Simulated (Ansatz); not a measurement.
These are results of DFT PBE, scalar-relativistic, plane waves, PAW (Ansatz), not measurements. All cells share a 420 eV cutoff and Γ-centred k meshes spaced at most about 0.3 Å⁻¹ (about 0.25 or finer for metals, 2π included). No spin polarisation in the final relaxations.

These are static total energies at zero pressure.

Two forms of Se were relaxed alike.

A.

```xyz
6
Lattice="-3.7534 3.7534 2.5749 3.7534 -3.7534 2.5749 3.7534 3.7534 -2.5749" Properties=species:S:1:pos:R:3 pbc="T T T"
Se    0.0000    0.0000    0.0000
Se    0.0000    3.7534    1.2875
Se    3.7534    1.8767    0.6437
Se    1.8767    3.7534   -0.6437
Se    1.8767    0.0000    1.9312
Se    0.0000    1.8767    3.2187
```

B.

```xyz
6
Lattice="1.8785 1.0846 13.0071 -1.8785 1.0846 13.0071 0.0000 -2.1691 13.0071" Properties=species:S:1:pos:R:3 pbc="T T T"
Se    0.0000    0.0000   19.5106
Se    0.0000    0.0000   24.4466
Se    0.0000    0.0000   14.5746
Se    0.0000    0.0000    0.0000
Se    0.0000    0.0000   30.9489
Se    0.0000    0.0000    8.0723
```

Problem. Which form is favoured at zero pressure, and by what margin per atom?

Solution. B is lower, by 105 meV/atom. A has space group I4_1/amd (No. 141), 24.2 Å³/atom and no gap on its mesh; B has space group R-3m (No. 166), 26.5 Å³/atom and a gap of 0.32 eV. Counting all near atoms (those within 1.25 times the shortest such distance or 1.15 times the sum of covalent radii; a plus sign parts nearer from farther groups; a slash parts the counts of unlike sites), A has Se 4/2+4 and B has Se 3/6. In A, around Se on a site of symmetry -4m2 lie 4 Se at 2.69 Å; Se on a site of symmetry 2/m is surrounded by 2 Se at 2.69 Å and 4 Se at 2.95 Å. In B, around Se on a site of symmetry -3m lie 6 Se at 2.68 Å; around Se on a site of symmetry 3m lie 3 Se at 2.68 Å; Se on a second site of symmetry -3m is surrounded by 6 Se at 2.68 Å; 1 more site not described. Both come from invented guesses. The part of the Crystallography Open Database at hand lists Se in space groups No. 14, 148, 152, 154, 166 and others; sharing a group (R-3m) doesn't make a cell the listed structure.

Weakly bound directions are ill-defined at this level, which has no dispersion term (R-3m), and this can change margins and order among such cells. Kohn–Sham gaps at this level usually fall short of measured ones. Cells relaxed within their symmetry can be saddle points.
